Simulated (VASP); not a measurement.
# SiC (P6_3mc) in VASP: further runs

The runs below take SiC through relaxation of cell and atoms, with PBE.

All numbers are computed with VASP 6.6.1; they aren't measurements. Logs are shortened: lines on timing, memory, paths and dates and some standing lists are left out, and cuts for length are marked.

**1. Starting point**

It takes space group P6_3mc (No. 186, hexagonal). The conventional cell has a = 3.076 Å, b = 3.076 Å, c = 10.071 Å, α = 90.00°, β = 90.00°, γ = 120.00°. Si (site symmetry 3m) has 4 C at 1.88 to 1.89 Å as nearest neighbours. Around Si (site symmetry 3m) lie 4 C at 1.88 to 1.89 Å. C (site symmetry 3m) is surrounded by 4 Si at 1.88 to 1.89 Å. C (site symmetry 3m) has 4 Si at 1.88 to 1.89 Å as nearest neighbours.

The cell is a database's computed one.

**2. Relaxation of cell and atoms, PBE**

The input, INCAR:

```
PREC     = Accurate       # precision mode
ENCUT    = 600            # plane-wave cutoff, eV
EDIFF    = 1E-6           # SCF threshold, eV
ISMEAR   = -1             # smearing method
SIGMA    = 0.05           # smearing width, eV
LREAL    = False          # projectors in reciprocal space
LASPH    = True           # aspherical terms in the spheres
NELM     = 60             # most SCF steps
ALGO     = Fast           # electronic algorithm
ISIF     = 3              # what is computed and relaxed
LWAVE    = False          # write WAVECAR
LCHARG   = False          # write CHGCAR
GGA      = PE             # functional
IBRION   = 2              # ionic algorithm
NSW      = 60             # ionic steps
EDIFFG   = -0.02          # ionic threshold
```

The input, KPOINTS:

```
regular mesh
0
Gamma
  10 10 3
```

The input, POSCAR:

```
SiC
1.0
    3.0756941497      0.0000000000      0.0000000000
   -1.5378470748      2.6636292679      0.0000000000
    0.0000000000      0.0000000000     10.0706464800
Si C
4 4
Direct
    0.0000000000      0.0000000000      0.1878943800
    0.0000000000      0.0000000000      0.6878943800
    0.3333333333      0.6666666667      0.4378419800
    0.6666666667      0.3333333333      0.9378419800
    0.0000000000      0.0000000000      0.0004600500
    0.0000000000      0.0000000000      0.5004600500
    0.3333333333      0.6666666667      0.2498025900
    0.6666666667      0.3333333333      0.7498025900
```

Potentials or basis: VASP PAW PBE potentials, release 64 (Si, C).

On the command line:

```
> cat potpaw_PBE.64/Si/POTCAR potpaw_PBE.64/C/POTCAR > POTCAR
> mpirun -np 1 vasp_std > vasp.out
```

OUTCAR:

```text
PREC = Accurate
   ENCUT = 600
   EDIFF = 1E-6
   ISMEAR = -1
   LREAL = False
   LASPH = True
   NELM = 60
   ISIF = 3
   GGA = PE
   IBRION = 2
   NSW = 60
   EDIFFG = -0.02

 ion  position               nearest neighbor table
   1  0.000  0.000  0.188-   7 1.88   7 1.88   7 1.88   5 1.89   3 3.08   3 3.08   3 3.08   4 3.08
                             4 3.08   4 3.08
   2  0.000  0.000  0.688-   8 1.88   8 1.88   8 1.88   6 1.89   4 3.08   4 3.08   4 3.08   3 3.08
                             3 3.08   3 3.08
   3  0.333  0.667  0.438-   6 1.88   6 1.88   6 1.88   7 1.89   1 3.08   1 3.08   1 3.08   2 3.08
                             2 3.08   2 3.08
   4  0.667  0.333  0.938-   5 1.88   5 1.88   5 1.88   8 1.89   2 3.08   2 3.08   2 3.08   1 3.08
                             1 3.08   1 3.08
   5  0.000  0.000  0.000-   4 1.88   4 1.88   4 1.88   1 1.89
   6  0.000  0.000  0.500-   3 1.88   3 1.88   3 1.88   2 1.89
   7  0.333  0.667  0.250-   1 1.88   1 1.88   1 1.88   3 1.89
   8  0.667  0.333  0.750-   2 1.88   2 1.88   2 1.88   4 1.89

  LATTYP: Found a hexagonal cell.
 ALAT       =     3.0756941497
 C/A-ratio  =     3.2742678530

  Lattice vectors:

 A1 = (   3.0756941497,   0.0000000000,   0.0000000000)
 A2 = (  -1.5378470748,   2.6636292679,   0.0000000000)
 A3 = (   0.0000000000,   0.0000000000,  10.0706464800)

Analysis of symmetry for initial positions (statically):
=====================================================================
 Subroutine PRICEL returns:
 Original cell was already a primitive cell.

 Routine SETGRP: Setting up the symmetry group for a
 hexagonal supercell.

 Subroutine GETGRP returns: Found 12 space group operations
 (whereof  6 operations were pure point group operations)
 out of a pool of 24 trial point group operations.

The static configuration has the point symmetry C_3v.
 The point group associated with its full space group is C_6v.

Analysis of symmetry for dynamics (positions and initial velocities):
=====================================================================
 Subroutine PRICEL returns:
 Original cell was already a primitive cell.

 Routine SETGRP: Setting up the symmetry group for a
 hexagonal supercell.

 Subroutine GETGRP returns: Found 12 space group operations
 (whereof  6 operations were pure point group operations)
 out of a pool of 24 trial point group operations.

The dynamic configuration has the point symmetry C_3v.
 The point group associated with its full space group is C_6v.

 Subroutine INISYM returns: Found 12 space group operations
 (whereof  6 operations are pure point group operations),
 and found     1 'primitive' translations

----------------------------------------------------------------------------------------

                                     Primitive cell

  volume of cell :      82.5039

  direct lattice vectors                    reciprocal lattice vectors
     3.075694150  0.000000000  0.000000000     0.325129857  0.187713811  0.000000000
    -1.537847075  2.663629268  0.000000000     0.000000000  0.375427621  0.000000000
     0.000000000  0.000000000 10.070646480     0.000000000  0.000000000  0.099298491

  length of vectors
     3.075694150  3.075694150 10.070646480     0.375427621  0.375427621  0.099298491

  position of ions in fractional coordinates (direct lattice)
     0.000000000  0.000000000  0.187894380
     0.000000000  0.000000000  0.687894380
     0.333333333  0.666666667  0.437841980
     0.666666667  0.333333333  0.937841980
     0.000000000  0.000000000  0.000460050
     0.000000000  0.000000000  0.500460050
     0.333333333  0.666666667  0.249802590
     0.666666667  0.333333333  0.749802590

  ion indices of the primitive-cell ions
   primitive index   ion index
                 1           1
                 2           2
                 3           3
                 4           4
                 5           5
                 6           6
                 7           7
                 8           8

----------------------------------------------------------------------------------------

 KPOINTS: regular mesh

Automatic generation of k-mesh.
 Grid dimensions read from file:
 generate k-points for:   10   10    3

 Generating k-lattice:

  Cartesian coordinates                     Fractional coordinates (reciprocal lattice)
     0.032512986  0.018771381  0.000000000     0.100000000  0.000000000  0.000000000
     0.000000000  0.037542762  0.000000000     0.000000000  0.100000000  0.000000000
     0.000000000  0.000000000  0.033099497     0.000000000  0.000000000  0.333333333

  Length of vectors
     0.037542762  0.037542762  0.033099497

  Shift w.r.t. Gamma in fractional coordinates (k-lattice)
     0.000000000  0.000000000  0.000000000

 Subroutine IBZKPT returns following result:
 ===========================================

 Found     28 irreducible k-points:

 Following reciprocal coordinates:
            Coordinates               Weight
  0.000000  0.000000  0.000000      1.000000
  0.100000  0.000000  0.000000      6.000000
  0.200000  0.000000  0.000000      6.000000
  0.300000  0.000000  0.000000      6.000000
  0.400000  0.000000  0.000000      6.000000
  0.500000  0.000000  0.000000      3.000000
[... 16 lines left out ...]
  0.300000  0.100000  0.333333     24.000000
  0.400000  0.100000  0.333333     24.000000
 [... further k-points ...]
   k-points           NKPTS =     28   k-points in BZ     NKDIM =     28   number of bands    NBANDS=     21
   number of dos      NEDOS =    301   number of ions     NIONS =      8
   total plane-waves  NPLWV =  62720
   dimension x,y,z NGX =    28 NGY =   28 NGZ =   80
   dimension x,y,z NGXF=    56 NGYF=   56 NGZF=  160
   ions per type =               4   4
   NGX,Y,Z   is equivalent  to a cutoff of  15.13, 15.13, 13.21 a.u.
   NGXF,Y,Z  is equivalent  to a cutoff of  30.27, 30.27, 26.41 a.u.
 SYSTEM =  unknown system
   PREC   = accura    normal or accurate (medium, high low for compatibility)
   ISTART =      0    job   : 0-new  1-cont  2-samecut
   ICHARG =      2    charge: 1-file 2-atom 10-const
   ISPIN  =      1    spin polarized calculation?
   LNONCOLLINEAR =      F non collinear calculations
   LSORBIT =      F    spin-orbit coupling
   LASPH  =      T    aspherical Exc in radial PAW
   ENCUT  =  600.0 eV  44.10 Ry    6.64 a.u.   6.14  6.14 20.11*2*pi/ulx,y,z
   NELM   =     60;   NELMIN=  2; NELMDL= -5     # of ELM steps
   EDIFF  = 0.1E-05   stopping-criterion for ELM
   LREAL  =      F    real-space projection
   EDIFFG = -.2E-01   stopping-criterion for IOM
   NSW    =     60    number of steps for IOM
   IBRION =      2    ionic relax: 0-MD 1-quasi-New 2-CG
   NFREE  =      1    steps in history (QN), initial steepest desc. (CG)
   ISIF   =      3    stress and relaxation
   ISYM   =      2    0-nonsym 1-usesym 2-fastsym
   POTIM  = 0.5000    time-step for ionic-motion
   TEBEG  =    0.0;   TEEND  =   0.0 temperature during run
   PSTRESS=    0.0 pullay stress
   NELECT =      32.0000    total number of electrons
   NUPDOWN=      -1.0000    fix difference up-down
   EMIN   =  10.00;   EMAX   =-10.00  energy-range for DOS
   EFERMI =   0.00;   METHOD = LEGACY
   ISMEAR =    -1;   SIGMA  =   0.05  broadening in eV -4-tet -1-fermi 0-gaus
   EFERMI_NEDOS =   21; number of points for ismear=-14 and -15
   IALGO  =     68    algorithm
   IMIX   =      4    mixing-type and parameters
     AMIX     =   0.40;   BMIX     =  1.00
     AMIX_MAG =   1.60;   BMIX_MAG =  1.00
  volume/ion in A,a.u.               =      10.31        69.60
  Fermi-wavevector in a.u.,A,eV,Ry     =   1.193897  2.256138 19.393597  1.425389
  Thomas-Fermi vector in A             =   2.329900
   LORBIT       =      0    0 simple, 1 ext, 2 COOP (PROOUT), +10 PAW based schemes
   GGA     = PE    functional components
   LHFCALC =     F    Hartree Fock is set to
   AEXX    =    0.0000 exact exchange contribution
   IVDW    =     0    specifies the selected vdW correction
   LEPSILON=     F    determine dielectric tensor
   LRPA    =     F    only Hartree local field effects (RPA)
 conjugate gradient relaxation of ions
 non-spin polarized calculation
 RMM-DIIS sequential band-by-band and
  energy-cutoff  :      600.00
  volume of cell :       82.50
 maximum number of plane-waves:      2776
 NGX is ok and might be reduce to    28
   NGX = 13   NGY = 13   NGZ = 41

--------------------------------------- Ionic step        1  -------------------------------------------

 number of electron      32.0000001 magnetization

 Free energy of the ion-electron system (eV)
  ---------------------------------------------------
  ext. energy  EPLUGINS =         0.00000000
  ---------------------------------------------------
  free energy    TOTEN  =       -60.23672847 eV

  energy without entropy =      -60.23672847  energy(sigma->0) =      -60.23672847

------------------------ aborting loop because EDIFF is reached ----------------------------------------

  FORCE on cell =-STRESS in cart. coord.  units (eV):
  Direction    XX          YY          ZZ          XY          YZ          ZX
  --------------------------------------------------------------------------------------
  -------------------------------------------------------------------------------------
  Total        1.9386850      1.9386850      1.8705950      0.0000000      0.0000000      0.0000000
  in kB       37.6481418     37.6481418     36.3258747      0.0000000      0.0000000      0.0000000
  external PRESSURE =      37.2073861 kB  Pullay stress =       0.0000000 kB
[... 69 lines left out ...]
  energy  without entropy=      -60.2358372229  energy(sigma->0) =      -60.23583722

--------------------------------------- Ionic step        3  -------------------------------------------

 number of electron      32.0000001 magnetization

 Free energy of the ion-electron system (eV)
  ---------------------------------------------------
  ext. energy  EPLUGINS =         0.00000000
  ---------------------------------------------------
  free energy    TOTEN  =       -60.25281449 eV

  energy without entropy =      -60.25281449  energy(sigma->0) =      -60.25281449

 E-fermi :   9.0586     XC(G=0): -11.2933

 val. band max:        8.0198223012   @ k =   0.0000   0.0000   0.0000
 cond. band min:      10.2428305736   @ k =   0.5000   0.0000   0.0000
 fundamental gap:      2.2230082724
 Fermi energy:         9.0586261458

 k-point     1 :       0.0000    0.0000    0.0000
  band No.  band energies     occupation
      1      -7.3524      2.00000
      2      -6.1882      2.00000
      3      -6.1528      2.00000
      4      -3.8370      2.00000
      5      -0.5131      2.00000
      6       3.6657      2.00000
[... 550 lines left out ...]
      5      -0.0542      2.00000
      6       0.2878      2.00000
[... 13 lines left out ...]
     20      12.8749      0.00000
     21      13.9775      0.00000

 [... further k-points ...]
[... 5 lines left out ...]
  --------------------------------------------------------------------------------------
  -------------------------------------------------------------------------------------
  Total       -0.0074150     -0.0074150      0.0119355     -0.0000000      0.0000000      0.0000000
  in kB       -0.1415754     -0.1415754      0.2278873     -0.0000000      0.0000000      0.0000000
  external PRESSURE =      -0.0184212 kB  Pullay stress =       0.0000000 kB
[... 23 lines left out ...]
  FREE ENERGIE OF THE ION-ELECTRON SYSTEM (eV)
  ---------------------------------------------------
  free  energy   TOTEN  =       -60.2528144861 eV

  energy  without entropy=      -60.2528144860  energy(sigma->0) =      -60.25281449

 reached required accuracy - stopping structural energy minimisation
```

Wall time 76 s (1 thread of Intel Xeon 6975P-C (Granite Rapids), shared host); peak memory 0.26 GiB.

Results:

```yaml
Free_energy: -60.2528 eV
Relaxed_volume: 10.49 Å³/atom
Relaxed_cell: a = 3.093 Å, b = 3.093 Å, c = 10.126 Å, α = 90.00°, β = 90.00°, γ = 120.00°
Space_group_after_relaxing_to_0.05_Å: P6_3mc (No. 186)
Energy_gained_by_relaxing: 2.0 meV/atom
Ionic_steps: 3
Pressure_after_relaxing: 0.0 GPa
Largest_force_after_relaxing: 0.007 eV/Å
Band_gap_on_the_k_mesh: 2.22 eV, indirect (least direct gap 3.34 eV)
```

Forces on the atoms (eV/Å):
```
Si   0.000  0.000  0.000
Si   0.000  0.000  0.000
Si   0.000  0.000  0.007
Si   0.000  0.000  0.007
C    0.000  0.000 -0.003
C    0.000  0.000 -0.003
C    0.000  0.000 -0.003
C    0.000  0.000 -0.003
```

The path:
```
step  energy change (eV)  largest force (eV/Å)  pressure (GPa)  volume (Å³)
   1              0.0000                0.0054            3.72        82.50
   2              0.0009                0.0171           -3.60        85.40
   3             -0.0161                0.0065            0.00        83.91
```

Final structure:
```cif
data_structure
_symmetry_space_group_name_H-M 'P 1'
_symmetry_Int_Tables_number 1
_cell_length_a 3.0933
_cell_length_b 3.0933
_cell_length_c 10.1263
_cell_angle_alpha 90.000
_cell_angle_beta 90.000
_cell_angle_gamma 120.000
_cell_volume 83.91
loop_
_atom_site_label
_atom_site_type_symbol
_atom_site_fract_x
_atom_site_fract_y
_atom_site_fract_z
_atom_site_occupancy
Si1 Si 0.00000 0.00000 0.18790 1
Si2 Si 0.00000 0.00000 0.68790 1
Si3 Si 0.33333 0.66667 0.43783 1
Si4 Si 0.66667 0.33333 0.93783 1
C1 C 0.00000 0.00000 0.00045 1
C2 C 0.00000 0.00000 0.50045 1
C3 C 0.33333 0.66667 0.24982 1
C4 C 0.66667 0.33333 0.74982 1
```

Caveat: an odd mesh through Γ misses points on the zone boundary, where band edges often lie.

[end of part 1 of 2]
